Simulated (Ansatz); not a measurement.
## Bands of Cs

```xyz
1
Lattice="-3.0225 3.0225 3.0225 3.0225 -3.0225 3.0225 3.0225 3.0225 -3.0225" Properties=species:S:1:pos:R:3 pbc="T T T"
Cs    0.0000    0.0000    0.0000
```

The geometry is COD entry 9011010, unchecked; take it as a test cell.

All numbers below come from Ansatz 0.2.0, DFT, PBE, all-electron LAPW, Dirac equation with spin-orbit coupling.

Settings: a Γ-centred 9×9×9 k mesh, Fermi–Dirac smearing of 0.05 eV, basis error target 0.5 meV/atom, no spin polarisation.

Points in fractions of the reciprocal vectors of this cell: Γ (0, 0, 0), H (0.5, -0.5, 0.5), N (0, 0, 0.5), P (0.25, 0.25, 0.25). The path joins them by straight lines in the order Γ–H–N–Γ–P–H–P–N; legs that retrace an earlier one aren't tabulated. Energies are in eV from the Fermi level.

**Question.** Metal or insulator at this level of theory?

**Answer.** No gap opens: metallic or semimetallic.

**Question.** Tabulate bands 14 to 21, counted from the lowest band of the run, along the path.

**Answer.** 
```tsv
k (1/Å)	point	band 14	band 15	band 16	band 17	band 18	band 19	band 20	band 21
0.00	Γ	-11.71	-10.06	-10.06	-10.06	-10.06	-1.72	-1.72	2.50
0.21		-11.72	-10.08	-10.08	-10.08	-10.08	-1.49	-1.49	2.36
0.42		-11.75	-10.13	-10.13	-10.11	-10.11	-0.86	-0.86	1.91
0.62		-11.77	-10.17	-10.17	-10.15	-10.15	-0.03	-0.03	1.20
0.83		-11.79	-10.19	-10.19	-10.18	-10.18	0.56	0.56	0.76
1.04	H	-11.80	-10.19	-10.19	-10.19	-10.19	0.61	0.61	0.61
1.19		-11.79	-10.19	-10.19	-10.18	-10.18	0.63	0.63	0.66
1.33		-11.79	-10.19	-10.19	-10.16	-10.16	0.67	0.67	0.71
1.48		-11.78	-10.19	-10.19	-10.13	-10.13	0.43	0.43	0.79
1.63		-11.77	-10.20	-10.20	-10.10	-10.10	0.13	0.13	0.88
1.77	N	-11.77	-10.20	-10.20	-10.09	-10.09	0.02	0.02	0.91
1.92		-11.76	-10.18	-10.18	-10.09	-10.09	-0.27	-0.27	1.11
2.07		-11.75	-10.15	-10.15	-10.08	-10.08	-0.79	-0.79	1.50
2.22		-11.73	-10.11	-10.11	-10.07	-10.07	-1.28	-1.28	1.98
2.36		-11.72	-10.08	-10.08	-10.07	-10.07	-1.60	-1.60	2.39
2.51	Γ	-11.71	-10.06	-10.06	-10.06	-10.06	-1.72	-1.72	2.50
2.69		-11.72	-10.08	-10.08	-10.07	-10.07	-1.55	-1.55	2.31
2.87		-11.74	-10.13	-10.13	-10.08	-10.08	-1.07	-1.07	1.83
3.05		-11.76	-10.17	-10.17	-10.10	-10.10	-0.37	-0.37	1.38
3.23		-11.77	-10.17	-10.17	-10.12	-10.12	0.44	0.44	1.10
3.41	P	-11.77	-10.15	-10.15	-10.15	-10.15	0.91	0.91	1.04
3.59		-11.77	-10.18	-10.18	-10.13	-10.13	0.85	0.85	0.92
3.77		-11.77	-10.19	-10.19	-10.12	-10.12	0.84	0.84	0.91
3.95		-11.78	-10.20	-10.20	-10.15	-10.15	0.76	0.76	0.82
4.13		-11.79	-10.19	-10.19	-10.18	-10.18	0.66	0.66	0.68
4.31	H	-11.80	-10.19	-10.19	-10.19	-10.19	0.61	0.61	0.61
5.21	P	-11.77	-10.15	-10.15	-10.15	-10.15	0.91	0.91	1.04
5.31		-11.77	-10.17	-10.17	-10.14	-10.14	0.82	0.82	0.95
5.42		-11.77	-10.18	-10.18	-10.12	-10.12	0.54	0.54	0.91
5.52		-11.77	-10.19	-10.19	-10.10	-10.10	0.26	0.26	0.90
5.63		-11.77	-10.19	-10.19	-10.09	-10.09	0.08	0.08	0.91
5.73	N	-11.77	-10.20	-10.20	-10.09	-10.09	0.02	0.02	0.91
```
